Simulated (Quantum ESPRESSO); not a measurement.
Crystal: Ge.

```
CELL_PARAMETERS angstrom
-2.57449 2.57449 1.39741
2.57449 -2.57449 1.39741
2.57449 2.57449 -1.39741
ATOMIC_POSITIONS crystal
Ge 0.50000 0.50000 0.00000
Ge 0.25000 0.75000 0.50000
```

This isn't the form of Ge at room conditions, which is diamond.

```yaml
Program: Quantum ESPRESSO 7.5
Task: single point
Functional: PBEsol
Potentials_or_basis: GBRV 1.5 PBEsol
Cutoff: 612 eV
Density_cutoff: 4898 eV
k_mesh: 11 × 11 × 11
Occupations: fermi-dirac, width 0.05 eV
Spin: no spin polarisation
```

On this cell: pressure -0.8 GPa; largest force under 0.003 eV/Å; band gap on the k mesh none (metal or under the smearing width).

The same run follows on a disturbed copy (atoms moved at random, drawn with an rms of 0.05 Å):

```
CELL_PARAMETERS angstrom
-2.57449 2.57449 1.39741
2.57449 -2.57449 1.39741
2.57449 2.57449 -1.39741
ATOMIC_POSITIONS crystal
Ge 0.47893 0.47435 0.99328
Ge 0.24504 0.74252 0.50691
```

**Question.** What does the disturbed cell give?

**Answer.** The energy (extrapolated to zero smearing) moves by +2.4 meV/atom; pressure -0.8 GPa; largest force 0.185 eV/Å; band gap on the k mesh none (metal or under the smearing width).

Forces in eV/Å, atoms in the order of the input:
```
Ge   0.155  0.099  0.020
Ge  -0.155 -0.099 -0.020
```

Stress tensor (GPa, compression positive):
```
-0.26 -0.02  0.31
-0.02 -1.05 -0.19
 0.31 -0.19 -1.09
```
